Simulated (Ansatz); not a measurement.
The system is CuAu.

```xyz
2
Lattice="1.4431 0.8331 4.2562 -1.4431 0.8331 4.2562 0.0000 -1.6663 4.2562" Properties=species:S:1:pos:R:3 pbc="T T T"
Au    0.0000    0.0000    0.0000
Cu    0.0000    0.0000    6.3843
```

The cell comes from a database or a generator and needn't be the stable form of this composition.

```yaml
Program: Ansatz 0.2.0
Task: relaxation of cell and atoms
Functional: BLYP
Potentials_or_basis: Ansatz PAW
Cutoff: "420 eV (not typed: the program's choice for these potentials)"
k_mesh: 11 × 11 × 11
Occupations: fermi-dirac, width 0.05 eV
Spin: no spin polarisation
```

At the start: volume 15.35 Å³/atom.

**Question.** How do energy, volume and symmetry change on relaxing?

**Answer.** It ends after 7 steps and the volume is 16.56 Å³/atom (+7.9 %); space group R-3m (No. 166, to 0.05 Å).

Step by step:
```tsv
step	energy change (eV)	largest force (eV/Å)	volume (Å³)
1	0.0000	0.0000	30.70
2	-0.0515	0.0000	33.85
3	-0.0592	0.0000	33.18
4	-0.0612	0.0000	32.96
5	-0.0627	0.0000	32.91
6	-0.0631	0.0000	33.11
7	-0.0642	0.0000	33.11
```

Final structure:
```cif
data_structure
_symmetry_space_group_name_H-M 'P 1'
_symmetry_Int_Tables_number 1
_cell_length_a 4.5422
_cell_length_b 4.5422
_cell_length_c 4.5422
_cell_angle_alpha 38.824
_cell_angle_beta 38.824
_cell_angle_gamma 38.824
_cell_volume 33.11
loop_
_atom_site_label
_atom_site_type_symbol
_atom_site_fract_x
_atom_site_fract_y
_atom_site_fract_z
_atom_site_occupancy
Au1 Au 0.00000 0.00000 0.00000 1
Cu1 Cu 0.50000 0.50000 0.50000 1
```

Caveat: the plane-wave basis is chosen anew once the cell has moved, so the energies of steps on either side of that aren't comparable; the PAW data sets come from PBE, with cores solved anew for the run's functional, which leaves a small shift of forces and pressure.
